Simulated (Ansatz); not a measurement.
Crystal: TiSi2.

```
Ti Si
1.0
     1.76511   -6.75928    0.00000
     1.76511    6.75928    0.00000
     0.00000    0.00000    3.56517
Ti Si
2 4
Cartesian
  1.7651 5.3653 0.8913
  1.7651 -5.3653 2.6739
  1.7651 -3.3839 0.8913
  1.7651 3.3839 2.6739
  1.7651 0.7875 0.8913
  1.7651 -0.7875 2.6739
```

The cell comes from a database or a generator and needn't be the stable form of this composition.

Base run:

| Quantity | Value |
| --- | --- |
| Program | Ansatz 0.2.0 |
| Functional | PBEsol |
| Potentials or basis | Ansatz PAW |
| Cutoff | 420 eV |
| Density cutoff | 1680 eV |
| k mesh | 8 × 8 × 8 |
| Occupations | fermi-dirac, width 0.05 eV |
| Spin | no spin polarisation |
| Hubbard terms | Ti d U = 8 eV |

Its results: band gap on the k mesh none (metal or under the smearing width); pressure 8.0 GPa; largest force 0.456 eV/Å.

After a change of settings the same cell gave: band gap on the k mesh none (metal or under the smearing width); pressure -2.2 GPa; largest force 0.204 eV/Å. Which change was it?
A. functional from PBEsol to PBE; hubbard terms from Ti d U = 8 eV to none; hubbard projectors from ortho-atomic (the default) to none
B. functional from PBEsol to LDA; hubbard terms from Ti d U = 8 eV to none; hubbard projectors from ortho-atomic (the default) to none
C. hubbard terms from Ti d U = 8 eV to none; hubbard projectors from ortho-atomic (the default) to none
D. hubbard terms from Ti d U = 8 eV to Ti d U = 6 eV

C.

Caveats: the PAW data sets come from PBE, with cores solved anew for the run's functional, which leaves a small shift of forces and pressure; the density of states is complete only up to the lowest level of the last band computed; U without spin polarisation on a metal has little footing (some runs); the U is typed as a test and isn't derived for this compound (some runs).

Not every run made on this cell is shown here.
